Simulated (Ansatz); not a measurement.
HgTe: stiffness from a series of strains

```
CELL_PARAMETERS angstrom
0.00000 3.22350 3.22350
3.22350 0.00000 3.22350
3.22350 3.22350 0.00000
ATOMIC_POSITIONS crystal
Hg 0.00000 0.00000 0.00000
Te 0.75000 0.75000 0.75000
```

Atom numbers follow the list: Hg1, Te2.

The cell is COD entry 1539232, as deposited and not checked against the literature; nothing was relaxed.

Spin–orbit coupling is left out, though it moves levels of the heavy atoms by tenths of an eV or more.

These are results of DFT, LDA, all-electron LAPW, scalar-relativistic in Ansatz 0.2.0, not measurements.

The runs use a Γ-centred 11×11×11 k mesh, Fermi–Dirac smearing of 0.03 eV, basis error target 0.5 meV/atom, no spin polarisation.

The strain is applied along the Cartesian axes of the cell as listed (γ is the engineering shear, twice εxy = εyz = εzx). Fractional coordinates are held (clamped ions).

σ is the change of stress from the unstrained cell, which is at -0.26 GPa; tension is positive, so slopes are stress–strain coefficients at that pressure. In a metal the k mesh adds noise.

Only quantities that a quadratic follows smoothly over the whole series are listed; rougher ones are left out.

```tsv
γ	σxy (GPa)
-0.0300	-1.32
-0.0100	-0.41
0.0000	0.00
0.0100	0.39
0.0200	0.77
0.0300	1.13
```

Fit the series and read off the stiffness at zero strain.

Least-squares fits y = p0 + p1 x + p2 x² to the rows give σxy (GPa): p1 = 40.7, p2 = -110. So C44 (clamped ions) = 41 GPa.

One run, at γ = -0.0200, is withheld. Predict its row.

The fits give -0.86; the run gave -0.85.
